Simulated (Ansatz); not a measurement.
ZnTe (zinc blende, F-43m), a = b = c = 6.115 Å, α = β = γ = 90.00°; the cell used has 2 atoms.

Relaxed with the program Ansatz at the r²SCAN level (PAW). Indices refer to the conventional cell of F-43m, a = 6.1150 Å, b = 6.1150 Å, c = 6.1150 Å, α = 90.00°, β = 90.00°, γ = 90.00°.

Simulate the powder diffraction pattern (Cu Kα, λ = 1.54184 Å; lines above 1 %) up to 2θ = 90°.

Simulated powder pattern, Cu Kα, λ = 1.54184 Å (kinematic, ideal powder, no thermal factors, no anomalous dispersion; the 30 strongest lines at most, above 1 %, up to 2θ = 90°):

| 2θ (°) | d (Å) | I/Imax (%) | hkl |
|---|---|---|---|
| 25.23 | 3.531 | 100 | (111) |
| 29.21 | 3.058 | 6.7 | (200) |
| 41.78 | 2.162 | 72 | (220) |
| 49.43 | 1.844 | 47 | (311) |
| 51.79 | 1.765 | 1.8 | (222) |
| 60.57 | 1.529 | 12 | (400) |
| 66.67 | 1.403 | 19 | (331) |
| 68.64 | 1.367 | 2.5 | (420) |
| 76.28 | 1.248 | 23 | (422) |
| 81.85 | 1.177 | 14 | (511)+(333) |

Symmetry was held in the r²SCAN relaxation. Spin–orbit coupling is left out wherever it is not named.

Potentials: the earlier of the program's two PAW sets.
